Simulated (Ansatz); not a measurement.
**BP: convergence with LAPW's basis error target**

How much do the results for BP depend on LAPW's basis error target?

Method: DFT, PBE, all-electron LAPW, scalar-relativistic, in Ansatz 0.2.0.

## Step 1: The structure to begin with

The structure is cubic, space group Fm-3m (No. 225). Conventional cell: a = 4.320 Å, b = 4.320 Å, c = 4.320 Å, α = 90.00°, β = 90.00°, γ = 90.00°. B (site symmetry m-3m) has 6 P at 2.16 Å as nearest neighbours. P (site symmetry m-3m) is surrounded by 6 B at 2.16 Å.

As a file:

```
B P
1.0
     0.00000    2.15980    2.15980
     2.15980    0.00000    2.15980
     2.15980    2.15980    0.00000
B P
1 1
Direct
  0.00000 0.00000 0.00000
  0.50000 0.50000 0.50000
```

The cell was relaxed by PAW from a hypothetical start (rocksalt type); it needn't be the stable phase of this composition.

Atoms are numbered in the order of the input: B1, P2.

## Step 2: With basis error target 0.03 eV/atom

The input, input.yaml:

```yaml
crystal:
  lattice:
    - [0.0, 2.1597997177, 2.1597997177]
    - [2.1597997177, 0.0, 2.1597997177]
    - [2.1597997177, 2.1597997177, 0.0]
  atoms:
    - { symbol: B, position: [0.0, 0.0, 0.0] }
    - { symbol: P, position: [0.5, 0.5, 0.5] }
kpoints:
  mp_grid: { grid: [16, 16, 16] }
scf:
  occupations: { method: fermi_dirac, width: 0.05 }
hamiltonian:
  xc: pbe
  pseudopotentials: { kind: all_electron, lapw: { basis_error: 0.03 } }
output:
  forces: true
  stress: true
  eigenvalues: true
```

Run with:

```sh
> ansatz run input.yaml --threads 1 --pin off --max-ram 2048MiB --backend cpu --events-out ev --progress --plain --runs-dir out
```

Output:

```text
LAPW: plane waves up to 5.987 Å⁻¹, error target 3.0e-2 eV per atom; small_component_spin mean_spin; B in spheres of 1.048 Å, 5 of its electrons in bands, Dirac shells []; P in spheres of 1.111 Å, 13 of its electrons in bands, Dirac shells []
Engine: ansatz 0.2.0
Pseudopotentials: kind: all_electron
Pseudopotential: B, LAPW, valence charge 5, Koelling and Harmon's equation, gaussian nucleus
Pseudopotential: P, LAPW, valence charge 13, Koelling and Harmon's equation, gaussian nucleus
Functional definition: PBE
  parameter kappa = 0.804
  parameter beta = 0.06672455060314922
  exchange = pbe_x(kappa = kappa, mu = beta*pi^2/3)
  correlation = pbe_c(beta = beta)
Crystal: 2 atoms, lattice volume = 20.150 Å³
Basis set: ecut = 136.5567310028638 eV, 65 PW (Γ), exchange–correlation at level 2
Bands: 13, of which v1, the nominal top of the filled ones, is band 9 counted from 1 (8 counted from 0)
Symmetry: 48 space group operations
Space group: Fm-3m (ITA 225), of the structure as read, at distance tolerance 2.7e-5 Å
k-points: 145 of 4096
Non-local potential: B, projectors of the file, none
Non-local potential: P, projectors of the file, none
Initial density: superposition of atomic densities (chi_scale 0.1, normalization cell, long waves kept (reshape's long-wave potential 0.00 eV rms))
Initial wavefunctions: plane waves of lowest kinetic energy (no species holds an atomic orbital)
Functional: x = pbe(κ = 0.804, μ = 0.2195149727645171), c = pbe(β = 0.06672455060314922)
iter 1 solved again at ethr=2.97e-3 eV; its pass at ethr=1.00e-1 eV (dr2=5.34e-1 eV) is discarded
SCF iter   1: F=—  HF=-9984.062622 eV  |F-HF|=—  |Δ(HF+E_count)|=         —  Δρ=4.93e-2  dr2=5.32e-1  ethr=2.97e-3  ⟨swp⟩=2.0  Hψ=14000  notcnv=0
preconditioner: auto → none  [metal: Δε(μ)=0.007 eV  Ē_g=12.736 eV  σ=0.050 eV  W_gap=0.03  n_scr=8 (ndim 8)  ℏωp=23.4 eV  f_vac=0.000  D(μ)=0.67/eV (n_scr^D=0)  sad-step TF]
SCF iter   2: F=—  HF=-9983.880283 eV  |F-HF|=—  |Δ(HF+E_count)|=   1.82e-1  Δρ=2.20e-2  dr2=9.27e-2  ethr=2.96e-3  ⟨swp⟩=2.2  Hψ=5713  notcnv=0  defer=2
iter 3 solved again at ethr=3.68e-5 eV; its pass at ethr=5.15e-4 eV (dr2=6.63e-3 eV) is discarded
SCF iter   3: F=—  HF=-9983.870981 eV  |F-HF|=—  |Δ(HF+E_count)|=   9.30e-3  Δρ=6.78e-3  dr2=6.64e-3  ethr=3.68e-5  ⟨swp⟩=2.0  Hψ=9467  notcnv=0
SCF iter   4: F=—  HF=-9983.872775 eV  |F-HF|=—  |Δ(HF+E_count)|=   1.79e-3  Δρ=1.09e-3  dr2=1.76e-4  ethr=3.68e-5  ⟨swp⟩=2.0  Hψ=5116  notcnv=0
SCF iter   5: F=—  HF=-9983.872818 eV  |F-HF|=—  |Δ(HF+E_count)|=   4.33e-5  Δρ=1.50e-4  dr2=3.95e-6  ethr=9.78e-7  ⟨swp⟩=2.0  Hψ=5125  notcnv=0
SCF iter   6: F=-9983.872818 eV  HF=-9983.872818 eV  |F-HF|=2.45e-8  |Δ(HF+E_count)|=   2.37e-8  Δρ=9.94e-6  dr2=1.56e-8  ethr=2.19e-8  ⟨swp⟩=2.1  Hψ=5132  notcnv=0
SCF 1 converged in 6 iterations: F = -9983.872818 eV  dr2 = 1.56e-8
SCF converged after 6 iterations
Free energy (F): -9983.872818 eV
Harris-Foulkes:  -9983.872818 eV  (|F-HF|=2.45e-8)
Internal energy: -9983.867577 eV  (E = F + TS)
E sigma→0 (E₀):  -9983.870198 eV
Entropy (-TS):   -0.005241 eV (-2.621 meV/atom)
Fermi energy:    12.921783 eV
--- Per-component energies (eV) ---
  E_band       = -1226.470997
  E_kinetic    = 10013.528319
  E_xc         = -742.822035
  E_electrostatic = -19254.573861  (all electrons and nuclei)
  E_smearing   = -0.005241  (= −TS)
  E_closure    = 0.000000  (closes the sum)
  E_atoms      = -9973.111326  (free atoms, spherical and without spin; not in F)
  Σ components = -9983.872818   (vs F -9983.872818, Δ=0.00e0)
  Basis errors (estimates in eV, not in F): energy 1.4e-2 per atom: plane waves 1.4e-2 (8.1e-3 summed), levels above the bands 4.0e-72, relativity 3.3e-7, radial functions 1.6e-4, core shells 3.7e-15; eigenvalues (radial functions only) 1.1e-4; not estimated: angular momenta, meshes, grids; target (lapw.basis_error) 3.0e-2; muffin-tin radii B 1.048 Å, P 1.111 Å
--- Forces (eV/Å), atoms counted from 1 ---
  atom   1  B     -0.00000000     0.00000000     0.00000000
  atom   2  P      0.00000000    -0.00000000    -0.00000000
  max |Σ_I F_I| component: 7.56e-31 eV/Å
--- Stress (GPa, compression-positive) ---
        0.184653       0.000000       0.000000
        0.000000       0.184653       0.000000
        0.000000       0.000000       0.184653
  P = ⅓ Tr σ = 0.1847 GPa (1.847 kbar)
--- Band table (eV; the first three rows and the last of 145) ---
  k-point 0: bands = ["-161.2586", "-156.3366", "-106.8316", "-106.8316", "-106.8316", "-3.9845", "12.9433", "12.9433", "12.9433", "19.4384", "20.8065", "20.8065", "20.8065"]
  k-point 1: bands = ["-161.2586", "-156.3366", "-106.8316", "-106.8316", "-106.8316", "-3.9012", "12.3923", "12.9169", "12.9169", "19.5763", "20.8571", "20.8571", "20.9093"]
  k-point 2: bands = ["-161.2585", "-156.3365", "-106.8315", "-106.8315", "-106.8315", "-3.6518", "11.0675", "12.8550", "12.8550", "19.4879", "19.5942", "19.5942", "21.2131"]
  k-point 144: bands = ["-161.2585", "-156.3365", "-106.8315", "-106.8315", "-106.8315", "3.0601", "5.4982", "5.6014", "5.6014", "16.5050", "17.5822", "22.2466", "22.2466"]
```

Wall time 5.3 s (1 thread, shared host).

Read from it: pressure 0.18 GPa; no gap.

## Step 3: With basis error target 0.01 eV/atom

input.yaml, as its differences from that of step 2:

```diff
@@ -14,3 +14,3 @@
   xc: pbe
-  pseudopotentials: { kind: all_electron, lapw: { basis_error: 0.03 } }
+  pseudopotentials: { kind: all_electron, lapw: { basis_error: 0.01 } }
 output:
```

Run with:

```sh
> ansatz run input.yaml --threads 1 --pin off --max-ram 2048MiB --backend cpu --events-out ev --progress --plain --runs-dir out
```

Output:

```text
LAPW: plane waves up to 6.568 Å⁻¹, error target 1.0e-2 eV per atom; small_component_spin mean_spin; B in spheres of 1.046 Å, 5 of its electrons in bands, Dirac shells []; P in spheres of 1.114 Å, 13 of its electrons in bands, Dirac shells []
[... 9 set-up lines as earlier in the session ...]
Crystal: 2 atoms, lattice volume = 20.150 Å³
Basis set: ecut = 164.38093351828945 eV, 113 PW (Γ), exchange–correlation at level 2
Bands: 13, of which v1, the nominal top of the filled ones, is band 9 counted from 1 (8 counted from 0)
[... 2 set-up lines as earlier in the session ...]
k-points: 145 of 4096
[... 5 set-up lines as earlier in the session ...]
iter 1 solved again at ethr=2.98e-3 eV; its pass at ethr=1.00e-1 eV (dr2=5.36e-1 eV) is discarded
SCF iter   1: F=—  HF=-9984.080978 eV  |F-HF|=—  |Δ(HF+E_count)|=         —  Δρ=4.93e-2  dr2=5.34e-1  ethr=2.98e-3  ⟨swp⟩=2.0  Hψ=14035  notcnv=0
preconditioner: auto → none  [metal: Δε(μ)=0.004 eV  Ē_g=12.731 eV  σ=0.050 eV  W_gap=0.02  n_scr=8 (ndim 8)  ℏωp=23.4 eV  f_vac=0.000  D(μ)=0.67/eV (n_scr^D=0)  sad-step TF]
SCF iter   2: F=—  HF=-9983.897519 eV  |F-HF|=—  |Δ(HF+E_count)|=   1.83e-1  Δρ=2.20e-2  dr2=9.27e-2  ethr=2.97e-3  ⟨swp⟩=2.3  Hψ=5709  notcnv=0  defer=1
iter 3 solved again at ethr=3.67e-5 eV; its pass at ethr=5.15e-4 eV (dr2=6.61e-3 eV) is discarded
SCF iter   3: F=—  HF=-9983.887791 eV  |F-HF|=—  |Δ(HF+E_count)|=   9.73e-3  Δρ=6.79e-3  dr2=6.62e-3  ethr=3.67e-5  ⟨swp⟩=2.0  Hψ=9438  notcnv=0
SCF iter   4: F=—  HF=-9983.889491 eV  |F-HF|=—  |Δ(HF+E_count)|=   1.70e-3  Δρ=1.10e-3  dr2=1.78e-4  ethr=3.67e-5  ⟨swp⟩=2.0  Hψ=5084  notcnv=0
SCF iter   5: F=—  HF=-9983.889533 eV  |F-HF|=—  |Δ(HF+E_count)|=   4.14e-5  Δρ=1.51e-4  dr2=3.99e-6  ethr=9.89e-7  ⟨swp⟩=2.0  Hψ=5100  notcnv=0
SCF iter   6: F=-9983.889533 eV  HF=-9983.889533 eV  |F-HF|=5.94e-9  |Δ(HF+E_count)|=   5.09e-7  Δρ=1.03e-5  dr2=1.67e-8  ethr=2.22e-8  ⟨swp⟩=2.1  Hψ=5117  notcnv=0
SCF 1 converged in 6 iterations: F = -9983.889533 eV  dr2 = 1.67e-8
SCF converged after 6 iterations
Free energy (F): -9983.889533 eV
Harris-Foulkes:  -9983.889533 eV  (|F-HF|=5.94e-9)
Internal energy: -9983.884299 eV  (E = F + TS)
E sigma→0 (E₀):  -9983.886916 eV
Entropy (-TS):   -0.005235 eV (-2.617 meV/atom)
Fermi energy:    12.918339 eV
--- Per-component energies (eV) ---
  E_band       = -1226.463417
  E_kinetic    = 10013.508900
  E_xc         = -742.821975
  E_electrostatic = -19254.571224  (all electrons and nuclei)
  E_smearing   = -0.005235  (= −TS)
  E_closure    = 0.000000  (closes the sum)
  E_atoms      = -9973.111326  (free atoms, spherical and without spin; not in F)
  Σ components = -9983.889533   (vs F -9983.889533, Δ=0.00e0)
  Basis errors (estimates in eV, not in F): energy 4.6e-3 per atom: plane waves 4.5e-3 (2.4e-3 summed), levels above the bands 4.9e-72, relativity 7.6e-8, radial functions 1.6e-4, core shells 7.0e-16; eigenvalues (radial functions only) 6.9e-5; not estimated: angular momenta, meshes, grids; target (lapw.basis_error) 1.0e-2; muffin-tin radii B 1.046 Å, P 1.114 Å
--- Forces (eV/Å), atoms counted from 1 ---
  atom   1  B     -0.00000000     0.00000000     0.00000000
  atom   2  P      0.00000000    -0.00000000     0.00000000
  max |Σ_I F_I| component: 1.97e-31 eV/Å
--- Stress (GPa, compression-positive) ---
        0.089449      -0.000000       0.000000
       -0.000000       0.089449       0.000000
        0.000000       0.000000       0.089449
  P = ⅓ Tr σ = 0.0894 GPa (0.894 kbar)
--- Band table (eV; the first three rows and the last of 145) ---
  k-point 0: bands = ["-161.2535", "-156.3352", "-106.8308", "-106.8308", "-106.8308", "-3.9845", "12.9392", "12.9392", "12.9392", "19.4390", "20.7919", "20.7919", "20.7919"]
  k-point 1: bands = ["-161.2535", "-156.3352", "-106.8308", "-106.8308", "-106.8307", "-3.9012", "12.3881", "12.9127", "12.9127", "19.5757", "20.8499", "20.8499", "20.8956"]
  k-point 2: bands = ["-161.2534", "-156.3352", "-106.8307", "-106.8307", "-106.8307", "-3.6518", "11.0633", "12.8505", "12.8505", "19.4818", "19.5862", "19.5862", "21.2006"]
  k-point 144: bands = ["-161.2534", "-156.3351", "-106.8309", "-106.8309", "-106.8307", "3.0598", "5.4980", "5.5997", "5.5997", "16.4958", "17.5786", "22.2312", "22.2312"]
```

It took 7.4 s on 1 thread, shared host.

Result: pressure 0.09 GPa; no gap.

## Step 4: With basis error target 0.003 eV/atom

input.yaml, as its differences from that of step 3:

```diff
@@ -14,3 +14,3 @@
   xc: pbe
-  pseudopotentials: { kind: all_electron, lapw: { basis_error: 0.01 } }
+  pseudopotentials: { kind: all_electron, lapw: { basis_error: 0.003 } }
 output:
```

Run with:

```sh
> ansatz run input.yaml --threads 1 --pin off --max-ram 2048MiB --backend cpu --events-out ev --progress --plain --runs-dir out
```

Output:

```text
LAPW: plane waves up to 7.213 Å⁻¹, error target 3.0e-3 eV per atom; small_component_spin mean_spin; B in spheres of 1.040 Å, 5 of its electrons in bands, Dirac shells []; P in spheres of 1.119 Å, 13 of its electrons in bands, Dirac shells []
[... 9 set-up lines as earlier in the session ...]
Crystal: 2 atoms, lattice volume = 20.150 Å³
Basis set: ecut = 198.2406831399891 eV, 137 PW (Γ), exchange–correlation at level 2
Bands: 13, of which v1, the nominal top of the filled ones, is band 9 counted from 1 (8 counted from 0)
[... 2 set-up lines as earlier in the session ...]
k-points: 145 of 4096
[... 5 set-up lines as earlier in the session ...]
iter 1 solved again at ethr=2.98e-3 eV; its pass at ethr=1.00e-1 eV (dr2=5.37e-1 eV) is discarded
SCF iter   1: F=—  HF=-9984.086487 eV  |F-HF|=—  |Δ(HF+E_count)|=         —  Δρ=4.94e-2  dr2=5.35e-1  ethr=2.98e-3  ⟨swp⟩=2.0  Hψ=14089  notcnv=0
preconditioner: auto → none  [metal: Δε(μ)=0.005 eV  Ē_g=12.730 eV  σ=0.050 eV  W_gap=0.02  n_scr=8 (ndim 8)  ℏωp=23.4 eV  f_vac=0.000  D(μ)=0.67/eV (n_scr^D=0)  sad-step TF]
SCF iter   2: F=—  HF=-9983.902690 eV  |F-HF|=—  |Δ(HF+E_count)|=   1.84e-1  Δρ=2.20e-2  dr2=9.28e-2  ethr=2.97e-3  ⟨swp⟩=2.4  Hψ=5692  notcnv=0  defer=1
iter 3 solved again at ethr=3.66e-5 eV; its pass at ethr=5.15e-4 eV (dr2=6.60e-3 eV) is discarded
SCF iter   3: F=—  HF=-9983.892748 eV  |F-HF|=—  |Δ(HF+E_count)|=   9.94e-3  Δρ=6.79e-3  dr2=6.60e-3  ethr=3.66e-5  ⟨swp⟩=2.0  Hψ=9414  notcnv=0
SCF iter   4: F=—  HF=-9983.894423 eV  |F-HF|=—  |Δ(HF+E_count)|=   1.67e-3  Δρ=1.11e-3  dr2=1.81e-4  ethr=3.66e-5  ⟨swp⟩=2.0  Hψ=5054  notcnv=0
SCF iter   5: F=—  HF=-9983.894462 eV  |F-HF|=—  |Δ(HF+E_count)|=   3.88e-5  Δρ=1.53e-4  dr2=4.06e-6  ethr=1.01e-6  ⟨swp⟩=2.0  Hψ=5067  notcnv=0
SCF iter   6: F=-9983.894462 eV  HF=-9983.894462 eV  |F-HF|=8.22e-9  |Δ(HF+E_count)|=   5.53e-7  Δρ=1.06e-5  dr2=1.75e-8  ethr=2.26e-8  ⟨swp⟩=2.2  Hψ=5084  notcnv=0
SCF 1 converged in 6 iterations: F = -9983.894462 eV  dr2 = 1.75e-8
SCF converged after 6 iterations
Free energy (F): -9983.894462 eV
Harris-Foulkes:  -9983.894462 eV  (|F-HF|=8.22e-9)
Internal energy: -9983.889233 eV  (E = F + TS)
E sigma→0 (E₀):  -9983.891848 eV
Entropy (-TS):   -0.005229 eV (-2.615 meV/atom)
Fermi energy:    12.917922 eV
--- Per-component energies (eV) ---
  E_band       = -1226.473932
  E_kinetic    = 10013.424918
  E_xc         = -742.818185
  E_electrostatic = -19254.495965  (all electrons and nuclei)
  E_smearing   = -0.005229  (= −TS)
  E_closure    = 0.000000  (closes the sum)
  E_atoms      = -9973.111326  (free atoms, spherical and without spin; not in F)
  Σ components = -9983.894462   (vs F -9983.894462, Δ=0.00e0)
  Basis errors (estimates in eV, not in F): energy 1.4e-3 per atom: plane waves 1.3e-3 (7.6e-4 summed), levels above the bands 5.0e-72, relativity 5.1e-8, radial functions 4.8e-5, core shells 5.8e-16; eigenvalues (radial functions only) 2.3e-5; not estimated: angular momenta, meshes, grids; target (lapw.basis_error) 3.0e-3; muffin-tin radii B 1.040 Å, P 1.119 Å
--- Forces (eV/Å), atoms counted from 1 ---
  atom   1  B     -0.00000000     0.00000000     0.00000000
  atom   2  P      0.00000000     0.00000000    -0.00000000
  max |Σ_I F_I| component: 5.75e-31 eV/Å
--- Stress (GPa, compression-positive) ---
        0.051444       0.000000      -0.000000
        0.000000       0.051444       0.000000
       -0.000000       0.000000       0.051444
  P = ⅓ Tr σ = 0.0514 GPa (0.514 kbar)
--- Band table (eV; the first three rows and the last of 145) ---
  k-point 0: bands = ["-161.2523", "-156.3360", "-106.8320", "-106.8320", "-106.8320", "-3.9845", "12.9396", "12.9396", "12.9396", "19.4390", "20.7909", "20.7909", "20.7909"]
  k-point 1: bands = ["-161.2523", "-156.3360", "-106.8320", "-106.8320", "-106.8320", "-3.9012", "12.3884", "12.9131", "12.9131", "19.5754", "20.8491", "20.8491", "20.8946"]
  k-point 2: bands = ["-161.2523", "-156.3360", "-106.8320", "-106.8320", "-106.8320", "-3.6519", "11.0631", "12.8508", "12.8508", "19.4811", "19.5847", "19.5847", "21.1975"]
  k-point 144: bands = ["-161.2523", "-156.3360", "-106.8321", "-106.8321", "-106.8321", "3.0597", "5.4981", "5.5995", "5.5995", "16.4941", "17.5773", "22.2274", "22.2274"]
```

It took 8.7 s on 1 thread, shared host.

Result: pressure 0.05 GPa; no gap.

## Step 5: With basis error target 0.0001 eV/atom

input.yaml, as its differences from that of step 4:

```diff
@@ -14,3 +14,3 @@
   xc: pbe
-  pseudopotentials: { kind: all_electron, lapw: { basis_error: 0.003 } }
+  pseudopotentials: { kind: all_electron, lapw: { basis_error: 0.0001 } }
 output:
```

Run with:

```sh
> ansatz run input.yaml --threads 1 --pin off --max-ram 2048MiB --backend cpu --events-out ev --progress --plain --runs-dir out
```

Output:

```text
LAPW: plane waves up to 9.044 Å⁻¹, error target 1.0e-4 eV per atom; small_component_spin mean_spin; B in spheres of 1.025 Å, 5 of its electrons in bands, Dirac shells []; P in spheres of 1.134 Å, 13 of its electrons in bands, Dirac shells []
[... 9 set-up lines as earlier in the session ...]
Crystal: 2 atoms, lattice volume = 20.150 Å³
Basis set: ecut = 311.63177213075363 eV, 259 PW (Γ), exchange–correlation at level 2
Bands: 13, of which v1, the nominal top of the filled ones, is band 9 counted from 1 (8 counted from 0)
[... 2 set-up lines as earlier in the session ...]
k-points: 145 of 4096
[... 5 set-up lines as earlier in the session ...]
iter 1 solved again at ethr=2.99e-3 eV; its pass at ethr=1.00e-1 eV (dr2=5.37e-1 eV) is discarded
SCF iter   1: F=—  HF=-9984.088847 eV  |F-HF|=—  |Δ(HF+E_count)|=         —  Δρ=4.94e-2  dr2=5.35e-1  ethr=2.99e-3  ⟨swp⟩=2.0  Hψ=14112  notcnv=0
preconditioner: auto → none  [metal: Δε(μ)=0.005 eV  Ē_g=12.729 eV  σ=0.050 eV  W_gap=0.02  n_scr=8 (ndim 8)  ℏωp=23.4 eV  f_vac=0.000  D(μ)=0.67/eV (n_scr^D=0)  sad-step TF]
SCF iter   2: F=—  HF=-9983.905212 eV  |F-HF|=—  |Δ(HF+E_count)|=   1.84e-1  Δρ=2.20e-2  dr2=9.27e-2  ethr=2.97e-3  ⟨swp⟩=2.6  Hψ=5607  notcnv=0  defer=2
iter 3 solved again at ethr=3.64e-5 eV; its pass at ethr=5.15e-4 eV (dr2=6.55e-3 eV) is discarded
SCF iter   3: F=—  HF=-9983.894916 eV  |F-HF|=—  |Δ(HF+E_count)|=   1.03e-2  Δρ=6.83e-3  dr2=6.56e-3  ethr=3.64e-5  ⟨swp⟩=2.0  Hψ=9292  notcnv=0
SCF iter   4: F=—  HF=-9983.896555 eV  |F-HF|=—  |Δ(HF+E_count)|=         —  Δρ=1.14e-3  dr2=1.86e-4  ethr=3.64e-5  ⟨swp⟩=2.0  Hψ=4920  notcnv=0
the basis was enlarged: its passes take 194.1 KiB over the memory plan, 1 of 1 planned eigensolver slots
SCF iter   5: F=—  HF=-9983.896594 eV  |F-HF|=—  |Δ(HF+E_count)|=   3.92e-5  Δρ=1.57e-4  dr2=4.19e-6  ethr=1.04e-6  ⟨swp⟩=2.0  Hψ=4937  notcnv=0
SCF iter   6: F=-9983.896595 eV  HF=-9983.896595 eV  |F-HF|=1.16e-8  |Δ(HF+E_count)|=   7.35e-7  Δρ=1.12e-5  dr2=2.02e-8  ethr=2.33e-8  ⟨swp⟩=2.2  Hψ=4959  notcnv=0
SCF 1 converged in 6 iterations: F = -9983.896595 eV  dr2 = 2.02e-8
SCF converged after 6 iterations
Free energy (F): -9983.896595 eV
Harris-Foulkes:  -9983.896595 eV  (|F-HF|=1.16e-8)
Internal energy: -9983.891366 eV  (E = F + TS)
E sigma→0 (E₀):  -9983.893981 eV
Entropy (-TS):   -0.005229 eV (-2.614 meV/atom)
Fermi energy:    12.917731 eV
--- Per-component energies (eV) ---
  E_band       = -1226.474191
  E_kinetic    = 10013.421700
  E_xc         = -742.818098
  E_electrostatic = -19254.494969  (all electrons and nuclei)
  E_smearing   = -0.005229  (= −TS)
  E_closure    = 0.000000  (closes the sum)
  E_atoms      = -9973.111326  (free atoms, spherical and without spin; not in F)
  Σ components = -9983.896595   (vs F -9983.896595, Δ=0.00e0)
  Basis errors (estimates in eV, not in F): energy 4.8e-5 per atom: plane waves 4.4e-5 (2.4e-5 summed), levels above the bands 5.2e-72, relativity 1.6e-9, radial functions 4.2e-6, core shells 1.2e-16; eigenvalues (radial functions only) 4.4e-7; not estimated: angular momenta, meshes, grids; target (lapw.basis_error) 1.0e-4; muffin-tin radii B 1.025 Å, P 1.134 Å
--- Forces (eV/Å), atoms counted from 1 ---
  atom   1  B     -0.00000000    -0.00000000     0.00000000
  atom   2  P      0.00000000     0.00000000     0.00000000
  max |Σ_I F_I| component: 6.57e-32 eV/Å
--- Stress (GPa, compression-positive) ---
        0.033042      -0.000000      -0.000000
       -0.000000       0.033042       0.000000
       -0.000000       0.000000       0.033042
  P = ⅓ Tr σ = 0.0330 GPa (0.330 kbar)
--- Band table (eV; the first three rows and the last of 145) ---
  k-point 0: bands = ["-161.2514", "-156.3361", "-106.8322", "-106.8322", "-106.8322", "-3.9845", "12.9394", "12.9394", "12.9394", "19.4390", "20.7893", "20.7893", "20.7893"]
  k-point 1: bands = ["-161.2514", "-156.3361", "-106.8322", "-106.8322", "-106.8322", "-3.9012", "12.3882", "12.9129", "12.9129", "19.5753", "20.8490", "20.8490", "20.8932"]
  k-point 2: bands = ["-161.2514", "-156.3361", "-106.8322", "-106.8322", "-106.8322", "-3.6519", "11.0628", "12.8505", "12.8505", "19.4805", "19.5845", "19.5845", "21.1971"]
  k-point 144: bands = ["-161.2514", "-156.3361", "-106.8324", "-106.8324", "-106.8323", "3.0597", "5.4982", "5.5992", "5.5992", "16.4932", "17.5771", "22.2256", "22.2256"]
```

Run time: 17 s. Hardware: 1 thread, shared host.

In short: pressure 0.03 GPa; no gap.

## Step 6: The sweep in one table

```
basis error target (eV/atom)  energy from the last row (meV/atom)  pressure (GPa)  SCF cycles, all passes   time
                        0.03                                11.89            0.18                       6  5.3 s
                        0.01                                 3.53            0.09                       6  7.4 s
                       0.003                                 1.07            0.05                       6  8.7 s
                      0.0001                                 0.00            0.03                       6   17 s
```

Energies are those extrapolated to zero smearing.

## Step 7: Summary of results

| quantity | value |
| --- | --- |
| energy error of the loosest run (LAPW) | 11.9 meV/atom |
| within 1 meV/atom from | no run before the tightest |
| pressure, lowest to highest (LAPW) | 0.03 to 0.18 GPa |

In words: At the loosest setting in the table the energy misses the tightest run by 11.9 meV/atom; even the run before the tightest is more than 1 meV/atom away, so the sweep hasn't shown convergence. The energy falls at every step, as a growing basis should make it. The pressure spans 0.15 GPa (LAPW). The tightest run took 17 s against 5.3 s for the loosest.
